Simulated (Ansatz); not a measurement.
**Be (fcc)**

Level of theory: DFT, PBE, scalar-relativistic, no spin polarisation; plane waves to 420 eV with PAW datasets (Ansatz 0.2.0), Γ-centred 22×22×22 mesh, 0.05 eV Gaussian smearing; PAW files: Ansatz's generated set soft_2.

```
Be
1.0
     0.00000    1.57903    1.57903
     1.57903    0.00000    1.57903
     1.57903    1.57903    0.00000
Be
1
Direct
  0.00000 0.00000 0.00000
```

At room temperature and ambient pressure Be is hcp.

Path: Γ–X–U | K–Γ–L–W–X, with Γ = (0.000, 0.000, 0.000), X = (0.500, 0.000, 0.500), U = (0.625, 0.250, 0.625), K = (0.375, 0.375, 0.750), L = (0.500, 0.500, 0.500), W = (0.500, 0.250, 0.750) in reciprocal vectors of the calculation's cell.

Is it a metal or an insulator, and if it has a gap, where are the band edges on this path?

A metal: bands cross the Fermi level.

Levels between -5 and 3 eV from the Fermi level at the path's named points:
```tsv
point	below E_F (eV)	above E_F (eV)
Γ		
X	-2.75	
U and K	-0.93	0.35
L	-0.07	
W		0.88 0.88
```
